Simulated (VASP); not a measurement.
Input and output of a VASP r²SCAN single-point calculation on HgSe (zincblende)

INCAR

```
PREC = Accurate
NSW = 0
LASPH = .TRUE.
ISMEAR = -1
NBANDS = 16
NELM = 120
LCHARG = .TRUE.
LREAL = .FALSE.
IBRION = -1
METAGGA = R2SCAN
ALGO = Normal
LWAVE = .FALSE.
LELF = .TRUE.
ISIF = 2
ENCUT = 520
SIGMA = 0.02
EDIFF = 1E-7
```

KPOINTS

```
KPOINTS created by Atomic Simulation Environment
0
Gamma
8 8 8
0 0 0
```

KPOINTS_OPT

```
special points
6
Reciprocal
0.0000000000 0.0000000000 0.0000000000 1
0.5000000000 0.0000000000 0.5000000000 1
0.5000000000 0.2500000000 0.7500000000 1
0.3750000000 0.3750000000 0.7500000000 1
0.5000000000 0.5000000000 0.5000000000 1
0.6250000000 0.2500000000 0.6250000000 1
```

POSCAR

```
Hg Se
 1.0000000000000000
    -0.0000000000000000    3.0926650950901058    3.0926650950901058
     3.0926650950901058    0.0000000000000000    3.0926650950901058
     3.0926650950901058    3.0926650950901058    0.0000000000000000
 Hg  Se
   1   1
Cartesian
  0.0000000000000000  0.0000000000000000 -0.0000000000000000
  1.5463325475450529  1.5463325475450529  1.5463325475450529
```

VASP ran with the recommended PBE PAW datasets (18 valence electrons in the cell).

Command

```
mpirun -np 1 vasp_std
```

OSZICAR

```
N       E                     dE             d eps       ncg     rms          rms(c)
DAV:   1     0.468385311243E+02    0.46839E+02   -0.85200E+03   928   0.101E+03
DAV:   2    -0.653890157325E+02   -0.11223E+03   -0.10383E+03  1096   0.241E+02
DAV:   3    -0.695634650526E+02   -0.41744E+01   -0.41628E+01  1088   0.479E+01
DAV:   4    -0.695792170829E+02   -0.15752E-01   -0.15751E-01  1192   0.311E+00
DAV:   5    -0.695792961683E+02   -0.79085E-04   -0.79085E-04  1120   0.195E-01    0.682E+00
DAV:   6    -0.641483783267E+02    0.54309E+01   -0.28521E+00  1008   0.231E+01    0.882E+00
DAV:   7    -0.641421973636E+02    0.61810E-02   -0.18901E-01  1040   0.418E+00    0.561E+00
DAV:   8    -0.641473785319E+02   -0.51812E-02   -0.57301E-02  1056   0.268E+00    0.920E-01
DAV:   9    -0.641489362872E+02   -0.15578E-02   -0.51409E-03  1192   0.639E-01    0.258E-01
DAV:  10    -0.641487619734E+02    0.17431E-03   -0.11432E-03  1072   0.355E-01    0.663E-02
DAV:  11    -0.641487650072E+02   -0.30338E-05   -0.15997E-04  1184   0.968E-02    0.310E-02
DAV:  12    -0.641487651026E+02   -0.95427E-07   -0.20980E-05  1192   0.546E-02    0.712E-03
DAV:  13    -0.641487654703E+02   -0.36768E-06   -0.24962E-06  1088   0.133E-02    0.141E-03
DAV:  14    -0.641487655074E+02   -0.37062E-07   -0.27511E-08   720   0.176E-03
   1 F= -.64148766E+02 E0= -.64148689E+02  d E =-.152722E-03
       N       E                     dE             ncg
DAV:   1     0.116892580536E+04   -0.27815E+04      200
DAV:   2     0.496013380905E+03   -0.67291E+03      232
DAV:   3     0.473446184310E+03   -0.22567E+02      232
DAV:   4     0.473366211176E+03   -0.79973E-01      256
DAV:   5     0.473365733233E+03   -0.47794E-03      248
DAV:   6     0.473365727668E+03   -0.55651E-05      256
DAV:   7     0.473365727580E+03   -0.87405E-07      240
```

From OUTCAR

```
k-points           NKPTS =     29   k-points in BZ     NKDIM =     29   number of bands    NBANDS=     16

   NELECT =      18.0000    total number of electrons

   dimension x,y,z NGX =    36 NGY =   36 NGZ =   36
   dimension x,y,z NGXF=    72 NGYF=   72 NGZF=   72

  energy-cutoff  :      520.00
  volume of cell :       59.16
      direct lattice vectors                 reciprocal lattice vectors
     0.000000000  3.092665095  3.092665095    -0.161672856  0.161672856  0.161672856
     3.092665095  0.000000000  3.092665095     0.161672856 -0.161672856  0.161672856
     3.092665095  3.092665095  0.000000000     0.161672856  0.161672856 -0.161672856

 k-points in reciprocal lattice and weights: KPOINTS created by Atomic Simulation Env
   0.00000000  0.00000000  0.00000000       0.002
   0.12500000  0.00000000  0.00000000       0.016
   0.25000000  0.00000000  0.00000000       0.016
   0.37500000  0.00000000  0.00000000       0.016
   0.50000000  0.00000000  0.00000000       0.008
   0.12500000  0.12500000  0.00000000       0.012
   0.25000000  0.12500000  0.00000000       0.047
   0.37500000  0.12500000  0.00000000       0.047
   ...

 E-fermi :   0.9970

 k-point     1 :       0.0000    0.0000    0.0000
  band No.  band energies     occupation
      1     -12.6093      2.00000
      2      -6.1391      2.00000
      3      -6.1391      2.00000
      4      -6.1391      2.00000
      5      -5.4330      2.00000
      6      -5.4330      2.00000
      7       0.2796      2.00000
      8       0.9829      1.33694
      9       0.9829      1.33694
     10       0.9829      1.33693
     11       6.9797      0.00000
     12       6.9797      0.00000
     13       6.9797      0.00000
     14       9.7327      0.00000
     15      12.7821      0.00000
     16      12.7821      0.00000

 k-point     2 :       0.1250    0.0000    0.0000
  band No.  band energies     occupation
      1     -12.5482      2.00000
      2      -6.1102      2.00000
      3      -6.1102      2.00000
      4      -6.1037      2.00000
      5      -5.4347      2.00000
      6      -5.4347      2.00000
      7      -0.7454      2.00000
      8       0.8368      1.99934
      9       0.8368      1.99934
     10       1.7448      0.00000
     11       6.5776      0.00000
     12       7.1880      0.00000
     13       7.1880      0.00000
     14      10.7682      0.00000
     15      11.9141      0.00000
     16      11.9141      0.00000

 k-point     3 :       0.2500    0.0000    0.0000
  band No.  band energies     occupation
      1     -12.3965      2.00000
      2      -6.0457      2.00000
      3      -6.0457      2.00000
      4      -5.9481      2.00000
      5      -5.4296      2.00000
      6      -5.4296      2.00000
      7      -2.1600      2.00000
      8       0.5078      2.00000
      9       0.5078      2.00000
     10       2.2898      0.00000
     11       6.7033      0.00000
     12       7.5549      0.00000
     13       7.5549      0.00000
     14      10.9104      0.00000
     15      11.6175      0.00000
     16      11.6175      0.00000

 k-point     4 :       0.3750    0.0000    0.0000
  band No.  band energies     occupation
      1     -12.2390      2.00000
      2      -5.9921      2.00000
      3      -5.9921      2.00000
      4      -5.5729      2.00000
      5      -5.4069      2.00000
      6      -5.4069      2.00000
      7      -3.4966      2.00000
      8       0.2018      2.00000
      9       0.2018      2.00000
     10       2.3864      0.00000
     11       7.6466      0.00000
     12       7.6926      0.00000
     13       7.6926      0.00000
     14      10.5423      0.00000
     15      12.3587      0.00000
     16      12.3587      0.00000

 k-point     5 :       0.5000    0.0000    0.0000
  band No.  band energies     occupation
      1     -12.1721      2.00000
      2      -5.9740      2.00000
      3      -5.9740      2.00000
      4      -5.3910      2.00000
      5      -5.3910      2.00000
      6      -5.1381      2.00000
      7      -4.2909      2.00000
      8       0.0795      2.00000
      9       0.0795      2.00000
     10       2.3738      0.00000
     11       7.6898      0.00000
     12       7.6898      0.00000
     13       8.2438      0.00000
     14      10.5814      0.00000
     15      13.3313      0.00000
     16      13.3313      0.00000

 k-point     6 :       0.1250    0.1250    0.0000
  band No.  band energies     occupation
      1     -12.5277      2.00000
      2      -6.1283      2.00000
      3      -6.0822      2.00000
      4      -6.0822      2.00000
      5      -5.4534      2.00000
      6      -5.4183      2.00000
      7      -0.8246      2.00000
      8       0.6052      2.00000
      9       0.6052      2.00000
     10       2.1553      0.00000
     11       6.0769      0.00000
     12       7.4748      0.00000
     13       7.4748      0.00000
     14      10.6735      0.00000
     15      11.2618      0.00000
     16      12.8456      0.00000

 k-point     7 :       0.2500    0.1250    0.0000
  band No.  band energies     occupation
      1     -12.4060      2.00000
      2      -6.0764      2.00000
      3      -6.0131      2.00000
      4      -5.9844      2.00000
      5      -5.4620      2.00000
      6      -5.4043      2.00000
      7      -1.8376      2.00000
      8       0.2345      2.00000
      9       0.2523      2.00000
     10       2.7996      0.00000
     11       5.8543      0.00000
     12       7.7515      0.00000
     13       7.9578      0.00000
     14      10.2783      0.00000
     15      12.2203      0.00000
     16      12.5269      0.00000

 k-point     8 :       0.3750    0.1250    0.0000
  band No.  band energies     occupation
      1     -12.2496      2.00000
      2      -6.0015      2.00000
      3      -5.9516      2.00000
      4      -5.7277      2.00000
      5      -5.4223      2.00000
      6      -5.3878      2.00000
      7      -3.0880      2.00000
      8      -0.1785      2.00000
      9      -0.0562      2.00000
     10       3.0628      0.00000
     11       6.5050      0.00000
     12       7.7325      0.00000
     13       8.1657      0.00000
     14      10.9044      0.00000
     15      12.0844      0.00000
     16      12.9226      0.00000

 k-point     9 :       0.5000    0.1250    0.0000
  band No.  band energies     occupation
      1     -12.1516      2.00000
      2      -5.9628      2.00000
      3      -5.9305      2.00000
      4      -5.4588      2.00000
      5      -5.3871      2.00000
      6      -5.1735      2.00000
      7      -4.0926      2.00000
      8      -0.5155      2.00000
      9      -0.1199      2.00000
     10       3.0751      0.00000
     11       6.9962      0.00000
     12       8.0711      0.00000
     13       8.2193      0.00000
     14      11.2462      0.00000
     15      12.5546      0.00000
     16      13.4061      0.00000

 k-point    10 :      -0.3750    0.1250    0.0000
  band No.  band energies     occupation
      1     -12.1739      2.00000
      2      -5.9578      2.00000
      3      -5.9507      2.00000
      4      -5.4635      2.00000
      5      -5.4190      2.00000
      6      -5.3026      2.00000
      7      -3.8212      2.00000
      8      -0.6060      2.00000
      9       0.0768      2.00000
     10       3.0609      0.00000
     11       7.1815      0.00000
     12       7.9063      0.00000
     13       7.9258      0.00000
     14      11.4968      0.00000
     15      12.0619      0.00000
     16      13.1277      0.00000

 k-point    11 :      -0.2500    0.1250    0.0000
  band No.  band energies     occupation
      1     -12.3022      2.00000
      2      -6.0082      2.00000
      3      -5.9881      2.00000
      4      -5.8250      2.00000
      5      -5.4509      2.00000
      6      -5.3905      2.00000
      7      -2.6869      2.00000
      8      -0.3727      2.00000
      9       0.4364      2.00000
     10       2.9459      0.00000
     11       6.7493      0.00000
     12       7.4929      0.00000
     13       7.7136      0.00000
     14      11.0600      0.00000
     15      11.7347      0.00000
     16      12.7870      0.00000

 k-point    12 :      -0.1250    0.1250    0.0000
  band No.  band energies     occupation
      1     -12.4567      2.00000
      2      -6.0774      2.00000
      3      -6.0591      2.00000
      4      -6.0308      2.00000
      5      -5.4520      2.00000
      6      -5.4167      2.00000
      7      -1.5228      2.00000
      8       0.1978      2.00000
      9       0.7613      1.99998
     10       2.4252      0.00000
     11       6.3061      0.00000
     12       7.3510      0.00000
     13       7.5752      0.00000
     14      11.0694      0.00000
     15      11.6387      0.00000
     16      11.8910      0.00000

 ...

  Total        0.0616896      0.0616896      0.0616896      0.0000000     -0.0000000      0.0000000
  in kB        1.6706829      1.6706829      1.6706829      0.0000000     -0.0000000      0.0000000
  external PRESSURE =       1.6706829 kB  Pullay stress =       0.0000000 kB

 POSITION                                       TOTAL-FORCE (eV/Angst)
 -----------------------------------------------------------------------------------
      0.00000      0.00000      0.00000        -0.000000      0.000000     -0.000000
      1.54633      1.54633      1.54633         0.000000     -0.000000      0.000000
 -----------------------------------------------------------------------------------
    total drift:                                0.000000      0.000000      0.000000

  FREE ENERGIE OF THE ION-ELECTRON SYSTEM (eV)
  ---------------------------------------------------
  free  energy   TOTEN  =       -64.1487655074 eV

  energy  without entropy=      -64.1486127849  energy(sigma->0) =      -64.14868915
```

```
gap between bands v and c : 0.00 eV
least direct gap          : 0.00 eV
pressure                  : 0.2 GPa
```

Band v is the last that the valence electrons fill when counted band by band, and c is the next.

The run took about 56 s on one core of a shared host (Intel Xeon 6975P-C) and held 0.22 GiB at most.
